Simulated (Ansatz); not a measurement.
A plane-wave DFT run in Ansatz 0.2.0 (scalar-relativistic PAW potentials unless the input names others): input and command.

```yaml
crystal:
  lattice:
    - [0.0, 2.07005, 2.124525]
    - [2.07005, 0.0, 2.124525]
    - [2.07005, 2.07005, 0.0]
  atoms:
    - { symbol: Ta, position: [0.5, 0.5, 0.5] }
    - { symbol: "N", position: [0.0, 0.0, 0.0] }
basis:
  ecutwfc: 420
kpoints:
  mp_grid: { grid: [18, 18, 18] }
hamiltonian:
  xc: pbe
scf:
  occupations: { method: gaussian, width: 0.15 }
  convergence: { dr2_threshold: 1.0e-09 }
  mixing: { algorithm: msr1, beta: 0.7, ndim: 4 }
output:
  forces: true
  eigenvalues: true
  stress: true
```

```bash
ansatz run input.yaml --threads 1 --pin off --max-ram 2560MiB --backend cpu --events-out ev --progress --plain --runs-dir out
```

Abridged log:
```
Warning: output.stress: scf.convergence.dr2_threshold = 1e-9 eV is looser than the 2e-10 eV advised for a printed stress (1e-10 eV for each atom of the cell: 2). ...
Basis set: ecut = 420 eV, 339 PW (Γ), exchange–correlation on 40×40×40 points (8 copies of the dense FFT grid, shifted against one another)
Bands: 13, of which v1, the nominal top of the filled ones, is band 9 counted from 1 (8 counted from 0)
Symmetry: 16 space group operations
k-points: 480 of 5832
SCF iter   1: F=—  HF=-10317.173347 eV  |F-HF|=—  |Δ(HF+E_count)|=         —  Δρ=3.40e-3  dr2=1.57e-3  ethr=1.77e-3  ⟨swp⟩=5.3  Hψ=73276  notcnv=0  defer=224
automatic band count: the SCF goes on with 17 bands, as 13 were too few: the levels above may hold too much charge
SCF iter   2: F=—  HF=-10317.173049 eV  |F-HF|=—  |Δ(HF+E_count)|=   2.98e-4  Δρ=1.38e-3  dr2=1.61e-4  ethr=8.73e-6  ⟨swp⟩=1.5  Hψ=12887  notcnv=0  defer=224
SCF iter   3: F=—  HF=-10317.173076 eV  |F-HF|=—  |Δ(HF+E_count)|=   2.70e-5  Δρ=4.89e-4  dr2=2.76e-5  ethr=8.96e-7  ⟨swp⟩=2.4  Hψ=9028  notcnv=0  defer=224
SCF iter   4: F=—  HF=-10317.173060 eV  |F-HF|=—  |Δ(HF+E_count)|=   1.63e-5  Δρ=6.81e-5  dr2=5.03e-7  ethr=1.53e-7  ⟨swp⟩=2.7  Hψ=10798  notcnv=0  defer=224
SCF iter   5: F=—  HF=-10317.173059 eV  |F-HF|=—  |Δ(HF+E_count)|=   5.68e-7  Δρ=1.03e-5  dr2=9.54e-9  ethr=2.79e-9  ⟨swp⟩=2.3  Hψ=10179  notcnv=0  defer=224
SCF iter   6: F=-10317.173059 eV  HF=-10317.173059 eV  |F-HF|=3.09e-11  |Δ(HF+E_count)|=   2.48e-9  Δρ=1.84e-6  dr2=3.60e-10  ethr=5.56e-12  ⟨swp⟩=7.8  Hψ=31924  notcnv=0
SCF 1 converged in 6 iterations: F = -10317.173059 eV  dr2 = 3.60e-10
SCF converged after 6 iterations
Free energy (F): -10317.173059 eV
Harris-Foulkes:  -10317.173059 eV  (|F-HF|=3.09e-11)
Internal energy: -10317.165466 eV  (E = F + TS)
E sigma→0 (E₀):  -10317.169263 eV
Entropy (-TS):   -0.007593 eV (-3.796 meV/atom)
Fermi energy:    25.581202 eV
--- Forces (eV/Å), atoms counted from 1 ---
  atom   1  Ta     0.00000000     0.00000000     0.00000000
  atom   2  N      0.00000000     0.00000000     0.00000000
--- Stress (GPa, compression-positive) ---
       91.432759       0.000000       0.000000
        0.000000      91.432759       0.000000
        0.000000       0.000000      60.675945
  P = ⅓ Tr σ = 81.1805 GPa (811.805 kbar)
```

Apart from outputs and empty bands, the input differs from a reference run on usual settings in scf.convergence.dr2_threshold: not typed → 1e-09; scf.mixing.algorithm: not typed → "msr1"; scf.mixing.beta: not typed → 0.7; scf.mixing.ndim: not typed → 4. The reference, at the same geometry (not necessarily relaxed), gave pressure 81.18 GPa, largest force 0.000 eV/Å, no gap on the mesh. This run converged in 6 SCF iterations (reference: 6) with an energy at zero smearing within 0.01 meV/atom of the reference's, pressure 81.18 GPa, largest force 0.000 eV/Å, no gap on the mesh.

Time: 8.4 s on 1 thread of Intel(R) Xeon(R) Platinum 8488C (Sapphire Rapids), on a shared host, peak memory 0.45 GiB.